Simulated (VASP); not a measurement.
A run of VASP 6.6.1 is set up as follows.

The input POSCAR:

```
BaS
1.0
    0.0000000000      3.1937500000      3.1937500000
    3.1937500000      0.0000000000      3.1937500000
    3.1937500000      3.1937500000      0.0000000000
Ba S
1 1
Direct
    0.0000000000      0.0000000000      0.0000000000
    0.5000000000      0.5000000000      0.5000000000
```

File INCAR.step1:

```
SYSTEM = BaS
PREC = Accurate
ENCUT = 520
EDIFF = 1E-6
ISMEAR = 0
SIGMA = 0.02
LREAL = .False.
LASPH = .True.
NELM = 60
ALGO = Normal
ISIF = 2
LWAVE = .False.
LCHARG = .True.
GGA = CA
NBANDS = 15
```

File KPOINTS.step1:

```
Automatic mesh
0
Gamma
  8 8 8
  0 0 0
```

File INCAR.step2:

```
SYSTEM = BaS
PREC = Accurate
ENCUT = 520
EDIFF = 1E-6
ISMEAR = 0
SIGMA = 0.05
LREAL = .False.
LASPH = .True.
NELM = 60
ALGO = Normal
ISIF = 2
LWAVE = .False.
LCHARG = .False.
GGA = CA
NBANDS = 15
ICHARG = 11
```

Contents of KPOINTS.step2:

```
path GXWKGLUWLK,UX
20
line-mode
reciprocal
 0.0000000000  0.0000000000  0.0000000000  G
 0.5000000000  0.0000000000  0.5000000000  X

 0.5000000000  0.0000000000  0.5000000000  X
 0.5000000000  0.2500000000  0.7500000000  W

 0.5000000000  0.2500000000  0.7500000000  W
 0.3750000000  0.3750000000  0.7500000000  K

 0.3750000000  0.3750000000  0.7500000000  K
 0.0000000000  0.0000000000  0.0000000000  G

 0.0000000000  0.0000000000  0.0000000000  G
 0.5000000000  0.5000000000  0.5000000000  L

 0.5000000000  0.5000000000  0.5000000000  L
 0.6250000000  0.2500000000  0.6250000000  U

 0.6250000000  0.2500000000  0.6250000000  U
 0.5000000000  0.2500000000  0.7500000000  W

 0.5000000000  0.2500000000  0.7500000000  W
 0.5000000000  0.5000000000  0.5000000000  L

 0.5000000000  0.5000000000  0.5000000000  L
 0.3750000000  0.3750000000  0.7500000000  K

 0.6250000000  0.2500000000  0.6250000000  U
 0.5000000000  0.0000000000  0.5000000000  X
```

Potentials or basis: VASP PAW LDA potentials, release 64 (Ba_sv, S).

Command:

```sh
$ cat potpaw_LDA.64/Ba_sv/POTCAR potpaw_LDA.64/S/POTCAR > POTCAR
$ cp INCAR.step1 INCAR
$ cp KPOINTS.step1 KPOINTS
$ mpirun -np 1 vasp_std > vasp.out
$ cp INCAR.step2 INCAR
$ cp KPOINTS.step2 KPOINTS
$ mpirun -np 1 vasp_std > vasp.out
```

**Question.** Estimate the band gap along the path.

**Answer.** 1.90 eV, indirect (least direct gap 2.04 eV).

**Question.** What does it give for the band gap on the k mesh?

**Answer.** 1.90 eV, indirect (least direct gap 2.04 eV).

Levels at the corners of the path, in eV from the valence-band top:
| point | band 4 | band 5 | band 6 | band 7 | band 8 | band 9 | band 10 | band 11 | band 12 | band 13 |
| --- | --- | --- | --- | --- | --- | --- | --- | --- | --- | --- |
| Γ | -11.07 | -10.32 | 0.00 | 0.00 | 0.00 | 3.31 | 3.70 | 3.70 | 3.70 | 4.69 |
| X | -11.27 | -10.22 | -0.54 | -0.14 | -0.14 | 1.90 | 5.84 | 5.86 | 7.41 | 7.41 |
| X | -11.27 | -10.22 | -0.54 | -0.14 | -0.14 | 1.90 | 5.84 | 5.86 | 7.41 | 7.41 |
| W | -11.43 | -9.66 | -1.15 | -0.51 | -0.51 | 4.12 | 4.12 | 6.18 | 6.74 | 7.43 |
| W | -11.43 | -9.66 | -1.15 | -0.51 | -0.51 | 4.12 | 4.12 | 6.18 | 6.74 | 7.43 |
| K | -11.22 | -9.71 | -0.99 | -0.62 | -0.56 | 3.11 | 5.80 | 6.48 | 6.64 | 7.21 |
| K | -11.22 | -9.71 | -0.99 | -0.62 | -0.56 | 3.11 | 5.80 | 6.48 | 6.64 | 7.21 |
| Γ | -11.07 | -10.32 | 0.00 | 0.00 | 0.00 | 3.31 | 3.70 | 3.70 | 3.70 | 4.69 |
| Γ | -11.07 | -10.32 | 0.00 | 0.00 | 0.00 | 3.31 | 3.70 | 3.70 | 3.70 | 4.69 |
| L | -11.11 | -9.05 | -2.02 | -1.12 | -1.12 | 5.39 | 5.47 | 6.18 | 6.18 | 8.81 |
| L | -11.11 | -9.05 | -2.02 | -1.12 | -1.12 | 5.39 | 5.47 | 6.18 | 6.18 | 8.81 |
| U | -11.22 | -9.71 | -0.99 | -0.62 | -0.56 | 3.11 | 5.80 | 6.48 | 6.64 | 7.21 |
| U | -11.22 | -9.71 | -0.99 | -0.62 | -0.56 | 3.11 | 5.80 | 6.48 | 6.64 | 7.21 |
| W | -11.43 | -9.66 | -1.15 | -0.51 | -0.51 | 4.12 | 4.12 | 6.18 | 6.74 | 7.43 |
| W | -11.43 | -9.66 | -1.15 | -0.51 | -0.51 | 4.12 | 4.12 | 6.18 | 6.74 | 7.43 |
| L | -11.11 | -9.05 | -2.02 | -1.12 | -1.12 | 5.39 | 5.47 | 6.18 | 6.18 | 8.81 |
| L | -11.11 | -9.05 | -2.02 | -1.12 | -1.12 | 5.39 | 5.47 | 6.18 | 6.18 | 8.81 |
| K | -11.22 | -9.71 | -0.99 | -0.62 | -0.56 | 3.11 | 5.80 | 6.48 | 6.64 | 7.21 |
| U | -11.22 | -9.71 | -0.99 | -0.62 | -0.56 | 3.11 | 5.80 | 6.48 | 6.64 | 7.21 |
| X | -11.27 | -10.22 | -0.54 | -0.14 | -0.14 | 1.90 | 5.84 | 5.86 | 7.41 | 7.41 |

Caveat: the log is that of the step along the path at fixed density, whose energy, stress, charges and moments have no meaning; spin-orbit coupling is left out, which moves the levels of the heavy elements.

**The experiment to reproduce.**

A printed reference work, monograph, original work of 1988 reports, for a bulk crystal of BaS at 2 K: band gap 3.806 eV (indirect).

Against the measured gap of BaS, 3.806 eV (indirect; 2 K; a printed reference work, monograph, original work of 1988), the calculated 1.90 eV is off by -1.90 eV. Spin-orbit coupling on Ba is left out. The value is that of LDA, without temperature or zero-point motion. Semilocal functionals fall short of measured gaps as a rule.
